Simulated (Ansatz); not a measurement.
# In (R-3m) in Ansatz: reference runs

Reference runs on In: the cell as given and a disturbed copy, and energy against volume gives the equilibrium volume and stiffness.

All numbers are computed with Ansatz 0.2.0; they aren't measurements. Logs are shortened: lines on timing, memory, paths and dates and some standing lists are left out, and cuts for length are marked.

**1. Starting point**

The structure is trigonal, space group R-3m (No. 166). The conventional cell has a = 3.339 Å, b = 3.339 Å, c = 24.622 Å, α = 90.00°, β = 90.00°, γ = 120.00°. Around In (site symmetry 3m) lie 12 In at 3.34 to 3.35 Å. In (site symmetry -3m) is surrounded by 12 In at 3.34 to 3.35 Å.

This isn't the form of In at room conditions, which is tetragonal.

**2. Single point, PBE**

Input file input.yaml:

```yaml
crystal:
  lattice:
    - [1.6696368166, 0.9639652655, 8.20746325]
    - [-1.6696368166, 0.9639652655, 8.20746325]
    - [0.0, -1.927930531, 8.20746325]
  atoms:
    - { symbol: In, position: [0.22198776, 0.22198776, 0.22198776] }
    - { symbol: In, position: [0.77801224, 0.77801224, 0.77801224] }
    - { symbol: In, position: [0.0, 0.0, 0.0] }
hamiltonian:
  xc: pbe
  pseudopotentials: { kind: paw }
kpoints:
  mp_grid: { grid: [9, 9, 9] }
scf:
  occupations: { method: fermi_dirac, width: 0.05 }
output:
  forces: true
  stress: true
  eigenvalues: true
```

Potentials or basis: Ansatz PAW.

Launch:

```console
$ ansatz run input.yaml --threads 2 --pin off --max-ram 5120MiB --backend cpu --events-out ev --progress --plain --runs-dir out
```

The log of the run:

```text
Warning: RAYON_NUM_THREADS=2 ignored (pool sized by the plan → 2); use --threads N
basis.fft_grid_basis auto: the FFT boxes are laid along the combinations [[1, 0, -1], [0, 1, -1], [0, 0, 1]] of the cell's own vectors, 3.339, 3.339 and 8.431 Å long. The dense box has 24×24×60 points. Along the cell's own vectors, as sized, it would have 60×60×60, 6.25 times as many. Of the 12 symmetry operations that the crystal satisfies within crystal.symmetry.tolerance (time reversal apart; of a slab, those that keep its plane) the dense box along the cell's own vectors carries 12, and the one as laid loses 8 of those. basis.fft_grid_basis: typed keeps the cell's own vectors: state it where this run's energies or levels are differenced outside the engine with another run's, or held beside a run that keeps those vectors.
Engine: ansatz 0.2.0, x86_64-unknown-linux-gnu
Pseudopotentials: kind: paw
Pseudopotential: In, paw, valence charge 13, recommended cutoff 420 eV (normal), In.paw.azcp
Functional definition: PBE
  parameter kappa = 0.804
  parameter beta = 0.06672455060314922
  exchange = pbe_x(kappa = kappa, mu = beta*pi^2/3)
  correlation = pbe_c(beta = beta)
Crystal: 3 atoms, lattice volume = 79.258 Å³
Basis set: ecut = 420 eV, 1569 PW (Γ), FFT grids on a1−a3, a2−a3, a3, exchange–correlation on 48×48×120 points (8 copies of the dense FFT grid, shifted against one another)
Bands: 24, of which v1, the nominal top of the filled ones, is band 20 counted from 1 (19 counted from 0)
Symmetry: 12 space group operations
Space group: R-3m (ITA 166), of the structure as read, at distance tolerance 4.3e-5 Å
k-points: 85 of 729
Non-local potential: In, projectors of the file, l = 0: 2, l = 1: 2, l = 2: 2, l = 3: 2
PAW form: soft (Blöchl's): semilocal exchange-correlation on the pseudo side does not see the compensation charge
PAW one-centre angular grid: In, 590 points (default); XC on 64 Gauss nodes
Initial density: superposition of atomic densities (neutral atoms: chi_scale 0, normalization atom), corrected by the library's trained network
Initial wavefunctions: pseudopotential atomic-orbital guess
Functional: x = pbe(κ = 0.804, μ = 0.2195149727645171), c = pbe(β = 0.06672455060314922)
SCF iter   1: F=—  HF=-16793.494178 eV  |F-HF|=—  |Δ(HF+E_count)|=         —  Δρ=1.23e-3  dr2=1.73e-3  ethr=1.77e-3  ⟨swp⟩=6.1  Hψ=9129  notcnv=0
preconditioner: auto → Kerker (q_TF=auto, 2.424 Å⁻¹)  [metal: Δε(μ)=0.049 eV  Ē_g=15.193 eV  σ=0.050 eV  W_gap=0.24  n_scr=24 (ndim 8)  ℏωp=26.0 eV  f_vac=0.000  D(μ)=1.80/eV (n_scr^D=4)]
SCF iter   2: F=—  HF=-16793.491224 eV  |F-HF|=—  |Δ(HF+E_count)|=   2.95e-3  Δρ=6.31e-4  dr2=7.75e-4  ethr=4.44e-6  ⟨swp⟩=2.1  Hψ=4357  notcnv=0  defer=1
SCF iter   3: F=—  HF=-16793.491186 eV  |F-HF|=—  |Δ(HF+E_count)|=   3.83e-5  Δρ=4.92e-4  dr2=1.67e-4  ethr=1.99e-6  ⟨swp⟩=2.1  Hψ=3591  notcnv=0  defer=1
SCF iter   4: F=—  HF=-16793.491155 eV  |F-HF|=—  |Δ(HF+E_count)|=   3.03e-5  Δρ=2.26e-4  dr2=2.94e-5  ethr=4.28e-7  ⟨swp⟩=1.3  Hψ=2062  notcnv=0  defer=1
SCF iter   5: F=—  HF=-16793.491140 eV  |F-HF|=—  |Δ(HF+E_count)|=   1.56e-5  Δρ=5.56e-5  dr2=1.37e-6  ethr=7.53e-8  ⟨swp⟩=2.0  Hψ=3662  notcnv=0  defer=1
SCF iter   6: F=—  HF=-16793.491139 eV  |F-HF|=—  |Δ(HF+E_count)|=   3.39e-7  Δρ=2.02e-5  dr2=1.91e-7  ethr=3.52e-9  ⟨swp⟩=2.3  Hψ=3670  notcnv=0  defer=1
SCF iter   7: F=-16793.491139 eV  HF=-16793.491139 eV  |F-HF|=1.71e-10  |Δ(HF+E_count)|=   8.63e-8  Δρ=8.64e-7  dr2=1.02e-9  ethr=2.56e-10  ⟨swp⟩=5.4  Hψ=6816  notcnv=0
SCF 1 converged in 7 iterations: F = -16793.491139 eV  dr2 = 1.02e-9
SCF converged after 7 iterations
Free energy (F): -16793.491139 eV
Harris-Foulkes:  -16793.491139 eV  (|F-HF|=1.71e-10)
Internal energy: -16793.476522 eV  (E = F + TS)
E sigma→0 (E₀):  -16793.483831 eV
Entropy (-TS):   -0.014617 eV (-4.872 meV/atom)
Fermi energy:    10.133267 eV
--- Per-component energies (eV) ---
  E_band       = -74.863373
  E_kinetic    = 723.913598
  E_local      = -3242.536122  (includes V_loc(G=0)·N_el)
  E_nonlocal   = 1098.160233
  E_hartree    = 1271.004326
  E_xc         = -648.148069
  E_vxc        = -300.107571  (∫ρ·V_xc dr)
  E_paw        = -12456.068359  (= ΣΔE_a)
  E_vpaw       = -896.302080  (= ΣTr[D̂ρ^β])
  E_aug_tail   = 0.000075  (compensation charges beyond the density's cutoff)
  E_ewald      = -3539.802205
  E_smearing   = -0.014617  (= −TS)
  E_closure    = -0.000000  (closes the sum)
  Σ components = -16793.491139   (vs F -16793.491139, Δ=0.00e0)
--- Forces (eV/Å), atoms counted from 1 ---
  atom   1  In     0.00000000     0.00000000    -0.01977299
  atom   2  In     0.00000000    -0.00000000     0.01977299
  atom   3  In    -0.00000000     0.00000000     0.00000000
  max |Σ_I F_I| component: 3.47e-18 eV/Å
--- Stress (GPa, compression-positive) ---
        1.982690       0.000000      -0.000000
        0.000000       1.982690      -0.000000
       -0.000000      -0.000000       1.408290
  P = ⅓ Tr σ = 1.7912 GPa (17.912 kbar)
--- Band table (eV; the first three rows and the last of 85) ---
  k-point 0: bands = ["-4.5463", "-4.5396", "-4.5018", "-4.4967", "-4.4967", "-4.4735", "-4.4735", "-4.4625", "-4.4625", "-4.3680", "-4.3680", "-4.2361", "-4.2361", "-4.2300", "-4.2300", "0.6455", "3.0916", "3.1130", "10.6191", "10.6393", "18.8814", "18.8814", "18.9596", "18.9596"]
  k-point 1: bands = ["-4.5453", "-4.5364", "-4.5035", "-4.4925", "-4.4680", "-4.4614", "-4.4540", "-4.4411", "-4.4345", "-4.3806", "-4.3746", "-4.2651", "-4.2420", "-4.2353", "-4.2285", "0.8881", "3.1642", "3.5310", "10.5020", "11.2100", "16.2557", "17.0556", "17.7132", "18.1937"]
  k-point 2: bands = ["-4.5888", "-4.5644", "-4.4990", "-4.4730", "-4.4524", "-4.4471", "-4.4412", "-4.3713", "-4.3653", "-4.3560", "-4.3385", "-4.2905", "-4.2676", "-4.2323", "-4.2247", "1.6252", "3.7191", "4.4448", "10.8176", "12.1422", "12.8813", "14.0377", "16.2353", "16.3500"]
  k-point 84: bands = ["-4.5537", "-4.5231", "-4.5094", "-4.4936", "-4.4669", "-4.4660", "-4.4598", "-4.4460", "-4.4346", "-4.3438", "-4.3406", "-4.3121", "-4.3009", "-4.2209", "-4.1900", "1.4480", "1.5395", "5.9570", "7.0722", "15.8858", "16.0541", "16.3042", "17.3929", "17.7131"]
```

Wall time 3 s (2 threads of AMD EPYC 7B13 (Zen 3), shared host); peak memory 0.47 GiB.

What came out:

```
Free energy            : -16793.4911 eV
Pressure               : 1.8 GPa
Largest force          : 0.020 eV/Å
Band gap on the k mesh : none (metal or under the smearing width)
```

Forces in eV/Å, atoms in the order of the input:
```
In   0.000  0.000 -0.020
In   0.000  0.000  0.020
In   0.000  0.000  0.000
```

Levels at points of the mesh, in eV from the Fermi level:
| k point | band 17 | band 18 | band 19 | band 20 | band 21 | band 22 |
| --- | --- | --- | --- | --- | --- | --- |
| (0.00, 0.00, 0.00) | -7.04 | -7.02 | 0.49 | 0.51 | 8.75 | 8.75 |

**3. Single point, PBE (atoms moved at random, drawn with an rms of 0.05 Å)**

input.yaml: that of step 2 with these lines changed.

```diff
@@ -6,5 +6,5 @@
   atoms:
-    - { symbol: In, position: [0.22198776, 0.22198776, 0.22198776] }
-    - { symbol: In, position: [0.77801224, 0.77801224, 0.77801224] }
-    - { symbol: In, position: [0.0, 0.0, 0.0] }
+    - { symbol: In, position: [0.217414, 0.205797, 0.236563] }
+    - { symbol: In, position: [0.775967, 0.778021, 0.779596] }
+    - { symbol: In, position: [-0.008425, -0.00356, 0.008623] }
 hamiltonian:
```

Potentials or basis: Ansatz PAW.

Launch:

```console
$ ansatz run input.yaml --threads 2 --pin off --max-ram 5120MiB --backend cpu --events-out ev --progress --plain --runs-dir out
```

Run time: 19 s. Hardware: 2 threads of AMD EPYC 7B13 (Zen 3), shared host; peak memory 0.82 GiB.

The run converged. Its results:

| Item | Value |
| --- | --- |
| Free energy | -16793.4897 eV |
| Pressure | 1.8 GPa |
| Largest force | 0.076 eV/Å |
| Band gap on the k mesh | none (metal or under the smearing width) |

Forces on the atoms (eV/Å):
```
In  -0.003  0.006  0.075
In   0.002 -0.006 -0.076
In   0.001  0.000  0.001
```

Stress tensor (GPa, compression positive):
```
 2.01  0.03  0.01
 0.03  2.11 -0.01
 0.01 -0.01  1.40
```

Levels at points of the mesh, in eV from the Fermi level:
```tsv
k point	band 17	band 18	band 19	band 20	band 21	band 22
(0.00, 0.00, 0.00)	-7.09	-6.96	0.44	0.56	8.67	8.75
```

**4. Single point, PBE, 24.83 Å³/atom (volume scaled by 0.94)**

Input file input.yaml:

```yaml
crystal:
  lattice:
    - [1.6355530321, 0.9442869834, 8.0399169875]
    - [-1.6355530321, 0.9442869834, 8.0399169875]
    - [0.0, -1.8885739667, 8.0399169875]
  atoms:
    - { symbol: In, position: [0.22198776, 0.22198776, 0.22198776] }
    - { symbol: In, position: [0.77801224, 0.77801224, 0.77801224] }
    - { symbol: In, position: [0.0, 0.0, 0.0] }
hamiltonian:
  xc: pbe
  pseudopotentials: { kind: paw }
kpoints:
  mp_grid: { grid: [9, 9, 9] }
scf:
  occupations: { method: fermi_dirac, width: 0.05 }
output:
  forces: true
  stress: true
  eigenvalues: true
```

Launch:

```console
$ ansatz run input.yaml --threads 2 --pin off --max-ram 5120MiB --backend cpu --events-out ev --progress --plain --runs-dir out
```

Wall time 2.9 s (2 threads of AMD EPYC 7B13 (Zen 3), shared host); peak memory 0.47 GiB.

It converged, with:

| Property | Result |
| --- | --- |
| Free energy | -16793.3946 eV |
| Pressure | 4.9 GPa |
| Band gap on the k mesh | none (metal or under the smearing width) |

**5. Single point, PBE, 25.36 Å³/atom (volume scaled by 0.96)**

input.yaml: that of step 4 with these lines changed.

```diff
@@ -2,5 +2,5 @@
   lattice:
-    - [1.6355530321, 0.9442869834, 8.0399169875]
-    - [-1.6355530321, 0.9442869834, 8.0399169875]
-    - [0.0, -1.8885739667, 8.0399169875]
+    - [1.6470713907, 0.9509371108, 8.0965379867]
+    - [-1.6470713907, 0.9509371108, 8.0965379867]
+    - [0.0, -1.9018742216, 8.0965379867]
   atoms:
```

Launch:

```console
$ ansatz run input.yaml --threads 2 --pin off --max-ram 5120MiB --backend cpu --events-out ev --progress --plain --runs-dir out
```

Run time: 3 s. Hardware: 2 threads of AMD EPYC 7B13 (Zen 3), shared host; peak memory 0.47 GiB.

Results (log left out):

* Free energy: -16793.4372 eV
* Pressure: 3.7 GPa
* Largest force: 0.006 eV/Å
* Band gap on the k mesh: none (metal or under the smearing width)

**6. Single point, PBE, 25.89 Å³/atom (volume scaled by 0.98)**

input.yaml: that of step 5 with these lines changed.

```diff
@@ -2,5 +2,5 @@
   lattice:
-    - [1.6470713907, 0.9509371108, 8.0965379867]
-    - [-1.6470713907, 0.9509371108, 8.0965379867]
-    - [0.0, -1.9018742216, 8.0965379867]
+    - [1.6584308627, 0.957495505, 8.1523779443]
+    - [-1.6584308627, 0.957495505, 8.1523779443]
+    - [0.0, -1.91499101, 8.1523779443]
   atoms:
@@ -20 +20,5 @@
   eigenvalues: true
+  write_density: true
+  write_potential: true
+  elf: true
+  volumetric_format: npy
```

Potentials or basis: Ansatz PAW.

Launch:

```console
$ ansatz run input.yaml --threads 2 --pin off --max-ram 5120MiB --backend cpu --events-out ev --progress --plain --runs-dir out
```

Wall time 4.4 s (2 threads of AMD EPYC 7B13 (Zen 3), shared host); peak memory 0.49 GiB.

Results (log left out):

```
Free energy            : -16793.4690 eV
Pressure               : 2.7 GPa
Largest force          : 0.013 eV/Å
Band gap on the k mesh : none (metal or under the smearing width)
```

**7. Single point, PBE, 26.42 Å³/atom**

input.yaml: that of step 6 with these lines changed.

```diff
@@ -2,5 +2,5 @@
   lattice:
-    - [1.6584308627, 0.957495505, 8.1523779443]
-    - [-1.6584308627, 0.957495505, 8.1523779443]
-    - [0.0, -1.91499101, 8.1523779443]
+    - [1.6696368166, 0.9639652655, 8.20746325]
+    - [-1.6696368166, 0.9639652655, 8.20746325]
+    - [0.0, -1.927930531, 8.20746325]
   atoms:
@@ -20,5 +20 @@
   eigenvalues: true
-  write_density: true
-  write_potential: true
-  elf: true
-  volumetric_format: npy
```

Launch:

```console
$ ansatz run input.yaml --threads 2 --pin off --max-ram 5120MiB --backend cpu --events-out ev --progress --plain --runs-dir out
```

Run time: 2.8 s. Hardware: 2 threads of AMD EPYC 7B13 (Zen 3), shared host; peak memory 0.48 GiB.

Results (log left out):

```
Free energy            : -16793.4911 eV
Pressure               : 1.8 GPa
Largest force          : 0.020 eV/Å
Band gap on the k mesh : none (metal or under the smearing width)
```

**8. Single point, PBE, 26.95 Å³/atom (volume scaled by 1.02)**

input.yaml: that of step 7 with these lines changed.

```diff
@@ -2,5 +2,5 @@
   lattice:
-    - [1.6696368166, 0.9639652655, 8.20746325]
-    - [-1.6696368166, 0.9639652655, 8.20746325]
-    - [0.0, -1.927930531, 8.20746325]
+    - [1.6806943363, 0.9703493275, 8.2618188953]
+    - [-1.6806943363, 0.9703493275, 8.2618188953]
+    - [0.0, -1.940698655, 8.2618188953]
   atoms:
```

Launch:

```console
$ ansatz run input.yaml --threads 2 --pin off --max-ram 5120MiB --backend cpu --events-out ev --progress --plain --runs-dir out
```

Wall time 3.1 s (2 threads of AMD EPYC 7B13 (Zen 3), shared host); peak memory 0.48 GiB.

The run converged. Its results:

```yaml
Free_energy: -16793.5047 eV
Pressure: 1.0 GPa
Largest_force: 0.026 eV/Å
Band_gap_on_the_k_mesh: none (metal or under the smearing width)
```

**9. Single point, PBE, 27.48 Å³/atom (volume scaled by 1.04)**

input.yaml: that of step 8 with these lines changed.

```diff
@@ -2,5 +2,5 @@
   lattice:
-    - [1.6806943363, 0.9703493275, 8.2618188953]
-    - [-1.6806943363, 0.9703493275, 8.2618188953]
-    - [0.0, -1.940698655, 8.2618188953]
+    - [1.6916082417, 0.9766504737, 8.3154685732]
+    - [-1.6916082417, 0.9766504737, 8.3154685732]
+    - [0.0, -1.9533009474, 8.3154685732]
   atoms:
```

Potentials or basis: Ansatz PAW.

Launch:

```console
$ ansatz run input.yaml --threads 2 --pin off --max-ram 5120MiB --backend cpu --events-out ev --progress --plain --runs-dir out
```

It took 3.8 s on 2 threads of AMD EPYC 7B13 (Zen 3), shared host; peak memory 0.49 GiB.

It converged, with:

- Free energy: -16793.5107 eV
- Pressure: 0.2 GPa
- Largest force: 0.032 eV/Å
- Band gap on the k mesh: none (metal or under the smearing width)

**10. Single point, PBE, 28.00 Å³/atom (volume scaled by 1.06)**

input.yaml: that of step 9 with these lines changed.

```diff
@@ -2,5 +2,5 @@
   lattice:
-    - [1.6916082417, 0.9766504737, 8.3154685732]
-    - [-1.6916082417, 0.9766504737, 8.3154685732]
-    - [0.0, -1.9533009474, 8.3154685732]
+    - [1.702383107, 0.9828713451, 8.3684347693]
+    - [-1.702383107, 0.9828713451, 8.3684347693]
+    - [0.0, -1.9657426901, 8.3684347693]
   atoms:
@@ -20 +20,5 @@
   eigenvalues: true
+  write_density: true
+  write_potential: true
+  elf: true
+  volumetric_format: npy
```

Launch:

```console
$ ansatz run input.yaml --threads 2 --pin off --max-ram 5120MiB --backend cpu --events-out ev --progress --plain --runs-dir out
```

Run time: 4.3 s. Hardware: 2 threads of AMD EPYC 7B13 (Zen 3), shared host; peak memory 0.49 GiB.

It converged, with:

| Quantity | Value |
| --- | --- |
| Free energy | -16793.5099 eV |
| Pressure | -0.4 GPa |
| Largest force | 0.037 eV/Å |
| Band gap on the k mesh | none (metal or under the smearing width) |

**11. Equation of state, PBE**

Potentials or basis: Ansatz PAW.

This step only gathers the single runs of the series.

What came out:

| Property | Result |
| --- | --- |
| Equilibrium volume | 27.67 Å³/atom |
| Bulk modulus at fixed shape and positions | 35 GPa |
| Pressure derivative of the bulk modulus | 5.0 |

Energy against volume, from the lowest point:
```
volume (Å³/atom)  energy (meV/atom)
          24.834              38.71
          25.363              24.51
          25.891              13.91
          26.419               6.52
          26.948               1.98
          27.476               0.00
          28.005               0.28
```

Caveat: the cell was scaled at fixed shape and fractional positions, which overstates the stiffness of a crystal with free parameters, most of all of layers and chains.

**12. Overview**

| task | cell | gap on the mesh (eV) | pressure (GPa) | largest force (eV/Å) |
| --- | --- | --- | --- | --- |
| single point | as given | none | 1.8 | 0.02 |
| single point | atoms moved at random, drawn with an rms of 0.05 Å | none | 1.8 | 0.08 |
| equation of state | as given | - | - | - |

Alike in all rows: level PBE; potentials or basis Ansatz PAW; no spin polarisation; k mesh 9 × 9 × 9; cutoff (eV) 420; smearing fermi-dirac 0.05 eV.

Caveats: the cell was scaled at fixed shape and fractional positions, which overstates the stiffness of a crystal with free parameters, most of all of layers and chains (some runs).

Absolute energies hang on the potentials; compare differences alone.
